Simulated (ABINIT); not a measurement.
The system is Se.

```
Se
1.0
     4.36620    0.00000    0.00000
    -2.18310    3.78124    0.00000
     0.00000    0.00000    4.95360
Se
3
Cartesian
  1.6910 2.9289 0.0000
  -0.4921 0.8523 3.3024
  0.9841 0.0000 1.6512
```

Base run:

```yaml
Program: ABINIT 10.8.3 (patched build)
Functional: LDA
Potentials_or_basis: PseudoDojo NC SR LDA v0.4.1 standard
Cutoff: 1088 eV
k_mesh: 5 × 5 × 4
Occupations: fermi-dirac, width 0.05 eV
Spin: no spin polarisation
```

Its results: band gap on the k mesh 1.11 eV, indirect (least direct gap 1.26 eV); pressure -1.5 GPa; largest force 0.240 eV/Å.

Problem. The run is repeated on the same cell with these changes: functional from LDA to PBE; potentials or basis from PseudoDojo NC SR LDA v0.4.1 standard to PseudoDojo NC SR PBE v0.4.1 standard. What comes out?

Solution. Band gap on the k mesh 1.23 eV, indirect (least direct gap 1.34 eV); pressure 2.6 GPa; largest force 0.427 eV/Å.

Caveats: an odd mesh through Γ misses points on the zone boundary, where band edges often lie.
